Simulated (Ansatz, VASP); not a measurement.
One calculation of HBr, two programs

```
H Br
1.0
     0.00000    3.79720    3.80309
     1.66860    0.00000    3.80309
     1.66860    3.79720    0.00000
H Br
1 1
Direct
  0.00000 0.00000 0.00000
  0.50000 0.50000 0.50000
```

Alike in both runs: functional r2SCAN; k mesh 10 × 10 × 10; occupations gaussian, width 0.02 eV; no spin polarisation.

Ansatz relaxed the structure, and its values are those at the end. VASP's run is a single point on that final structure, the one shown.

|  | VASP | Ansatz |
| --- | --- | --- |
| version | VASP 6.6.1 | Ansatz 0.2.0 |
| potentials or method | VASP PAW PBE potentials, release 64 (H, Br) | scalar-relativistic, plane waves, PAW |
| plane-wave cutoff (eV) | 520 | 500 |
| valence electrons in the cell | 8 | 8 |

|  | VASP | Ansatz | Ansatz less VASP |
| --- | --- | --- | --- |
| gap on the k mesh at the Fermi level (eV) | 1.72 | 1.72 | 0.000 |
| least direct gap on the mesh (eV) | 2.01 | 2.01 | +0.001 |
| pressure (GPa) | -0.1 | 0.0 | +0.07 |

The functional is the same, so the differences come from potentials, cutoffs and numerics.

Caveats: the PAW data sets were made with another functional, which shifts forces and pressure a little (VASP). r2SCAN opens gaps a little over a GGA but as a rule still falls short of measured ones. A k mesh can miss the band edges.
